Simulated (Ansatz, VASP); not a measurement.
# CoH: VASP beside Ansatz

```
Co H
1.0
     0.00000    1.82566    1.82566
     1.82566    0.00000    1.82566
     1.82566    1.82566    0.00000
Co H
1 1
Direct
  0.00000 0.00000 0.00000
  0.50000 0.50000 0.50000
```

Alike in both runs: functional PBEsol; k mesh 15 × 15 × 15; collinear spin.

Ansatz relaxed the structure, and its values are those at the end. VASP's run is a single point on that final structure, the one shown.

|  | VASP | Ansatz |
| --- | --- | --- |
| version | VASP 6.6.1 | Ansatz 0.2.0 |
| potentials or method | VASP PAW PBE potentials, release 64 (Co, H) | plane waves, PAW |
| plane-wave cutoff (eV) | 520 | 558 |
| occupations | fermi-dirac, width 0.1 eV | fermi-dirac |
| valence electrons in the cell | 10 | 18 |

|  | VASP | Ansatz | Ansatz less VASP |
| --- | --- | --- | --- |
| pressure (GPa) | -0.4 | 0.0 | +0.39 |
| net moment per atom (μB) | 0.56 | 0.56 | +0.005 |
| size of the moment on the site where the two differ most (μB) | 1.14 | 1.11 | -0.034 |

Site moments also hang on the region over which each program counts them. The two sets of potentials don't hold the same shells in valence. Ansatz warned: «given_moment_on_shells».

Caveats: the PAW data sets were made with another functional, which shifts forces and pressure a little (VASP).
